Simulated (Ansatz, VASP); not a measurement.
# Two plane-wave programs on RbBr

The input run.py:

```python
from ase.calculators.vasp import Vasp
from ase.dft.bandgap import bandgap
from ase.spacegroup import crystal

atoms = crystal(
    ['Rb', 'Br'],
    basis=[[0.0, 0.0, 0.0], [0.5, 0.0, 0.0]],
    spacegroup=225,
    setting=1,
    cellpar=[6.66612382, 6.66612382, 6.66612382, 90.0, 90.0, 90.0],
    primitive_cell=True,
)
calc = Vasp(
    directory='calc',
    pp='PBE',
    setups='recommended',
    prec='Accurate',
    encut=520,
    ediff=1e-06,
    ismear=0,
    sigma=0.01,
    lreal=False,
    lasph=True,
    nelm=80,
    algo='Normal',
    isif=2,
    lwave=False,
    lcharg=False,
    gga='PS',
    lhfcalc=True,
    aexx=0.25,
    precfock='Fast',
    kpts=[4, 4, 4],
    gamma=True,
)
atoms.calc = calc

print('energy (eV):', atoms.get_potential_energy())
print('free energy (eV):', atoms.get_potential_energy(force_consistent=True))
print('forces (eV/A):')
print(atoms.get_forces())
print('stress (eV/A^3, Voigt):', atoms.get_stress())
print('Fermi level (eV):', calc.get_fermi_level())
gap, top, bottom = bandgap(calc)
print('band gap (eV):', gap, 'from (spin, k, band)', top, 'to', bottom)
```

Contents of input.yaml:

```yaml
crystal:
  lattice:
    - [0.0, 3.33306191, 3.33306191]
    - [3.33306191, 0.0, 3.33306191]
    - [3.33306191, 3.33306191, 0.0]
  atoms:
    - { symbol: Rb, position: [0.0, 0.0, 0.0] }
    - { symbol: Br, position: [0.5, 0.5, 0.5] }
hamiltonian:
  xc: { exchange: pbesol, correlation: pbesol, exx: { coeff: 0.25 } }
  pseudopotentials: { kind: paw }
kpoints:
  mp_grid: { grid: [4, 4, 4] }
scf:
  occupations: { method: gaussian, width: 0.01 }
output:
  forces: true
  stress: true
  eigenvalues: true
```

Change from the starting cell: volume scaled by 0.92.

Alike in both runs: task single point; functional PBEsol0; k mesh 4 × 4 × 4; occupations gaussian, width 0.01 eV; no spin polarisation.

```csv
,VASP,Ansatz
version,VASP 6.6.1,Ansatz 0.2.0
potentials or method,"VASP PAW PBE potentials, release 64 (Rb_sv, Br)",Ansatz PAW
plane-wave cutoff (eV),520,420
valence electrons in the cell,16,16
```

Ansatz gave:

| Quantity | Value |
| --- | --- |
| gap on the k mesh at the Fermi level (eV) | 6.32 |
| least direct gap on the mesh (eV) | 6.32 |
| pressure (GPa) | 1.4 |

Task: Which values does VASP return?

Result: gap on the k mesh at the Fermi level (eV): 6.34; least direct gap on the mesh (eV): 6.34; pressure (GPa): 1.4.

Caveats: the PAW data sets were made with another functional, which shifts forces and pressure a little (VASP); the PAW data sets come from PBE, with cores solved anew for the run's functional, which leaves a small shift of forces and pressure (Ansatz); the thresholds are loose for stress (Ansatz).
